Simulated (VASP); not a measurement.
Input of a VASP 6.6.1 run:

INCAR

```
SYSTEM = TiB2
ALGO = Fast ; EDIFF = 1E-6
ENCUT = 520 ; GGA = PE
ISIF = 2 ; ISMEAR = -1
LASPH = .True. ; LCHARG = .True.
LELF = .True. ; LREAL = .False.
LVHAR = .True. ; LWAVE = .False.
NBANDS = 16 ; NELM = 100
PREC = Accurate ; SIGMA = 0.05
```

The input KPOINTS:

```
k-points
0
Gamma
  10 10 9
  0 0 0
```

The input POSCAR:

```
TiB2
1.0
    3.0259273119      0.0000000000      0.0000000000
   -1.5129636559      2.6205299221      0.0000000000
    0.0000000000      0.0000000000      3.2287677100
Ti B
1 2
Direct
    0.0000000000      0.0000000000      0.0000000000
    0.3333333333      0.6666666667      0.5000000000
    0.6666666667      0.3333333333      0.5000000000
```

Potentials or basis: VASP PAW PBE potentials, release 64 (Ti_sv, B).

The run is started by

```bash
$ cat potpaw_PBE.64/Ti_sv/POTCAR potpaw_PBE.64/B/POTCAR > POTCAR
$ mpirun -np 1 vasp_std > vasp.out
```

Task: Estimate the band gap on the k mesh.

Result: None (metal or under the smearing width).

Task: Predict the pressure.

Result: 1.0 GPa.

Stress tensor (GPa, compression positive):
```
1.39 0.00 0.00
0.00 1.39 0.00
0.00 0.00 0.23
```
